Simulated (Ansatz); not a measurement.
# The polar optical mode of KBr at 8.4 GPa, worked through

The calculation used Ansatz, DFT LDA, scalar-relativistic, plane waves, PAW. Settings: 420 eV plane-wave cutoff, Γ-centred 6×6×6 mesh, fixed occupations. No spin polarisation. Phonons by linear response, acoustic sum rule imposed.

The cell is fixed (symmetry leaves no force on the atoms) and stands under 8.4 GPa:
```
K Br
1.0
     3.57140    0.00000    0.00000
     0.00000    3.57140    0.00000
     0.00000    0.00000    3.57140
K Br
1 1
Direct
  0.00000 0.00000 0.00000
  0.50000 0.50000 0.50000
```

The cell is the ideal cubic caesium chloride prototype; this isn't the usual structure of the compound. The run warned that the force constants aren't converged on this k mesh, so the frequencies and all that is formed from them are rough.

Linear response gives ν_TO = 174.7 cm⁻¹, Born charges ±1.156 e (positive on K) and ε∞ = 3.509. The primitive cell holds 45.553 Å³, and the masses are 39.098 and 79.904 amu.

Q: Find ν_LO and the static dielectric constant.

A: The long-wave field adds a restoring force: ω_LO² − ω_TO² = Z*²e²/(ε_vac ε∞ μV). In these units ν_LO² − ν_TO² = 4.92064×10⁷ Z*²/(μ V ε∞) cm⁻², with μ = m₁m₂/(m₁ + m₂) = 26.253 amu: 15668 cm⁻². So ν_LO = √(174.7² + 15668) = 214.9 cm⁻¹, and the run gives 214.9. Lyddane–Sachs–Teller then gives ε0 = ε∞ (ν_LO/ν_TO)² = 5.31, against 5.31 in the run (it forms both from the same three quantities, so the match checks the arithmetic only). Between ν_TO and ν_LO the dielectric function is negative and an undamped crystal reflects fully: a reststrahlen band from 46.5 to 57.2 μm.

Q: What do the Clausius–Mossotti polarisability and the Szigeti charge come to?

A: With the Lorentz local field, α = (3V/4π)(ε∞ − 1)/(ε∞ + 2) = 4.95 Å³ for the pair, and e_S = 3Z*/(ε∞ + 2) = 0.63 e. The Born charge includes the electrons' response to the dipole's own local field, and e_S takes that enhancement out. The Lorentz field assumes point-like polarisable ions, a fair picture at this small ε∞.

Q: How strongly does a slow electron couple to the LO mode?

A: For one isotropic parabolic band, Fröhlich's constant is α_F = (1/ε∞ − 1/ε0) √(m* Ry/ħω_LO), with Ry = 13.606 eV, ħω_LO = 26.6 meV and m* in free-electron masses: α_F = 0.0966 × 22.60 × √m* = 2.18 √m*. The band mass isn't part of this run; for m* = 0.1, 0.3 and 1 it gives 0.69, 1.20, 2.18. In weak coupling the polaron lies α_F ħω_LO below the band edge (32 meV at m* = 0.3) with a mass m*(1 + α_F/6); past α_F of about 5 or 6 that expansion fails. A semilocal functional's ε∞ tends to be too large, which taken alone lowers α_F.

Cost: 1 run of about 2.1 core-minutes, on Intel Xeon Processor @ 2.50GHz (Skylake/Cascade Lake) (shared hosts).